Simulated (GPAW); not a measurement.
The system is Cu.

```xyz
1
Lattice="0.0000 1.8075 1.8075 1.8075 0.0000 1.8075 1.8075 1.8075 0.0000" Properties=species:S:1:pos:R:3 pbc="T T T"
Cu    0.0000    0.0000    0.0000
```

Base run:

* Program: GPAW 26.7.0
* Functional: PBEsol
* Potentials or basis: PAW data sets generated in the run's folder for this functional
* Cutoff: 600 eV
* Basis: pw
* k mesh: 13 × 13 × 13
* Occupations: fermi-dirac, width 0.05 eV
* Spin: no spin polarisation

Its results: pressure -4.7 GPa.

After a change of settings the same cell gave: pressure 10.1 GPa. Which change was it?
A. functional from PBEsol to PBE
B. occupations from fermi-dirac, width 0.05 eV to gaussian, width 0.1 eV
C. functional from PBEsol to PBE; potentials or basis from PAW data sets generated in the run's folder for this functional to JTH PAW 2.0, PBE; valence electrons from 11 to 19
D. functional from PBEsol to BLYP

D.

BLYP binds less tightly than PBEsol, so the same cell stands under more pressure.

Caveats: with this Cu data set, volumes or pressures lay over 1.5 % or 2 GPa off other programs in two to four cells of ten.
